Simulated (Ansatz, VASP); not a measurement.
GaP: VASP beside Ansatz

File INCAR:

```
SYSTEM = GaP
  PREC = Accurate
  ENCUT = 520
  EDIFF = 1E-7
  ISMEAR = -1
  SIGMA = 0.05
  LREAL = .FALSE.
  LASPH = .TRUE.
  NELM = 100
  ALGO = Normal
  ISIF = 2
  LWAVE = .FALSE.
  LCHARG = .TRUE.
  GGA = PE
  IVDW = 13
  LELF = .TRUE.
  LVHAR = .TRUE.
  NBANDS = 16
```

The input KPOINTS:

```
regular mesh
0
G
  8 8 8
  0 0 0
```

File POSCAR:

```
GaP
1.0
    0.0000000000      2.7611126653      2.7611126653
    2.7611126653      0.0000000000      2.7611126653
    2.7611126653      2.7611126653      0.0000000000
Ga P
1 1
Direct
    0.0000000000      0.0000000000      0.0000000000
    0.7500000000      0.7500000000      0.7500000000
```

Contents of input.yaml:

```yaml
crystal:
  lattice:
    - [0.0, 2.7611126653, 2.7611126653]
    - [2.7611126653, 0.0, 2.7611126653]
    - [2.7611126653, 2.7611126653, 0.0]
  atoms:
    - { symbol: Ga, position: [0.0, 0.0, 0.0] }
    - { symbol: P, position: [0.75, 0.75, 0.75] }
hamiltonian:
  xc: pbe
  pseudopotentials: { kind: paw }
  dispersion: d4
kpoints:
  mp_grid: { grid: [8, 8, 8] }
scf:
  occupations: { method: fermi_dirac, width: 0.05 }
output:
  forces: true
  stress: true
  eigenvalues: true
```

Alike in both runs: task single point; functional PBE; dispersion D4; k mesh 8 × 8 × 8; occupations fermi-dirac, width 0.05 eV; no spin polarisation.

```csv
,VASP,Ansatz
version,VASP 6.6.1,Ansatz 0.2.0
potentials or method,"VASP PAW PBE potentials, release 64 (Ga_d, P)",Ansatz PAW
plane-wave cutoff (eV),520,420
valence electrons in the cell,18,18
```

Ansatz gave:

* gap on the k mesh at the Fermi level (eV): 1.51
* least direct gap on the mesh (eV): 1.51
* pressure (GPa): -3.8
* dispersion energy (meV/atom): -397.1

What did VASP give for the same quantities?

gap on the k mesh at the Fermi level (eV): 1.50; least direct gap on the mesh (eV): 1.50; pressure (GPa): -3.8; dispersion energy (meV/atom): -397.0.

A k mesh can miss the band edges.
